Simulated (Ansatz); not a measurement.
## NbAs in Ansatz: the effect of target pressure

The system is NbAs.

```
Nb As
1.0
    -1.72585    1.72585    5.84000
     1.72585   -1.72585    5.84000
     1.72585    1.72585   -5.84000
Nb As
2 2
Direct
  0.50000 0.00000 0.50000
  0.75000 0.75000 0.00000
  0.91600 0.41600 0.50000
  0.16600 0.16600 0.00000
```

Alike in all runs:

* Program: Ansatz 0.2.0
* Task: relaxation of cell and atoms
* Functional: PBEsol
* Potentials or basis: Ansatz PAW
* Cutoff: 420 eV (not typed: the program's choice for these potentials)
* k mesh: 11 × 11 × 11
* Occupations: fermi-dirac, width 0.05 eV
* Spin: no spin polarisation

Each run relaxes the cell or the atoms first.

```csv
target pressure,relaxed volume (Å³/atom)
0 GPa,17.15
2 GPa,16.96
5 GPa,16.69
10 GPa,16.29
20 GPa,?
30 GPa,15.05
```

Question: What does the run with target pressure 20 GPa give?

Answer: Relaxed volume 15.61 Å³/atom.

Worked out: In Murnaghan's law V^(-B') rises as a straight line in P. The other rows fit best with B' = 4.0, V0 = 17.15 Å³/atom and B0 = 175 GPa, which gives 15.61 Å³/atom at 20 GPa, against the run's 15.61.

Caveats: the plane-wave basis is chosen anew once the cell has moved, so the energies of steps on either side of that aren't comparable; the PAW data sets come from PBE, with cores solved anew for the run's functional, which leaves a small shift of forces and pressure.
